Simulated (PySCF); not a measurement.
# C2H3O2 (acetate ion): the cost of one run

Computed with PySCF 2.14.0, with density-fitted response routines of our own, on a single molecule in the gas phase. Atoms count from 0, in the outputs and in this text.

**1. Starting geometry**

7 atoms, charge -1, multiplicity 1; geometry from: GFN2-xTB. The atoms were then displaced at random by about 0.03 Å, so the start is not that level's minimum.

Bonds of the start (Å): C0–C1 1.52, C1–O2 1.21, C1–O3 1.30, C0–H4 1.10, C0–H5 1.03, C0–H6 1.15.

**2. Optimising the geometry at PBE0-D3(BJ)/def2-SVP**

What the job is given:

```
{"job": {"xc": "PBE0", "basis": "def2-SVP", "d3": "d3bj", "grid": 1, "shake": 0.03, "kind": "geom"}, "charge": -1, "multiplicity": 1}
C     -0.606660    -0.164440     0.003200
C      0.888250     0.095890    -0.018650
O      1.520090    -0.935710    -0.077400
O      1.390670     1.293590     0.018200
H     -1.072200     0.207180     0.924750
H     -0.935030    -1.117900    -0.190110
H     -1.086580     0.529180    -0.782700
```

Run with:

```sh
$ OMP_NUM_THREADS=1 python probes_run.py task.json out
```

The driver reads the jobs from task.json and runs them one after another.

**Question.** How long does this first job take on 1 thread of Arm Neoverse V1, shared host, and how much memory does it need?

About 12 s, with a peak of 0.29 GiB.
